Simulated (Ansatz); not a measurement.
The system is Ni3Ge.

```
CELL_PARAMETERS angstrom
3.53033 0.00000 0.00000
0.00000 3.53033 0.00000
0.00000 0.00000 3.53033
ATOMIC_POSITIONS crystal
Ge 0.00000 0.00000 0.00000
Ni 0.50000 0.50000 0.00000
Ni 0.00000 0.50000 0.50000
Ni 0.50000 0.00000 0.50000
```

The cell comes from a database or a generator and needn't be the stable form of this composition.

Alike in all runs: program Ansatz 0.2.0; functional PBEsol; potentials or basis Ansatz PAW; cutoff 420 eV (not typed: the program's choice for these potentials); k mesh 6 × 6 × 6; occupations fermi-dirac, width 0.05 eV.

Task: Only the start or the spin constraint differs. Which run ends lowest in energy?
A. collinear spin, ferromagnetic start of up to 0.27 μB; fixed moment 0.8
B. collinear spin, ferromagnetic start of up to 1 μB; fixed moment 3
C. collinear spin, ferromagnetic start of up to 1.27 μB; fixed moment 3.8
D. collinear spin, ferromagnetic start of up to 0.73 μB; fixed moment 2.2
E. collinear spin, ferromagnetic start of up to 0.5 μB; fixed moment 1.5
F. collinear spin, program default start; fixed moment 0

Result: F.

```csv
start,free energy over the lowest (meV/atom),net moment (μB),site or absolute moments (μB),gap
"collinear spin, ferromagnetic start of up to 2 μB; fixed moment 6",1619.0,6.00,Ge +0.48; Ni +1.60,-
"collinear spin, ferromagnetic start of up to 0.27 μB; fixed moment 0.8",27.3,0.80,Ge +0.00; Ni +0.28,-
"collinear spin, ferromagnetic start of up to 0.73 μB; fixed moment 2.2",159.7,2.20,Ge +0.06; Ni +0.71,-
"collinear spin, ferromagnetic start of up to 1 μB; fixed moment 3",301.9,3.00,Ge +0.14; Ni +0.91,-
"collinear spin, program default start; fixed moment 0",0.0,0.00,-,-
"collinear spin, ferromagnetic start of up to 1.27 μB; fixed moment 3.8",517.3,3.80,Ge +0.23; Ni +1.11,-
"collinear spin, ferromagnetic start of up to 0.5 μB; fixed moment 1.5",73.5,1.50,Ge +0.02; Ni +0.50,-
"collinear spin, ferromagnetic start of up to 1.5 μB; fixed moment 4.5",780.3,4.50,Ge +0.33; Ni +1.26,-
```

All polarised runs hold their moment fixed, so the table maps the energy against it. A still lower state may exist.

Caveats: the total moment is fixed, so each spin has its own Fermi level.
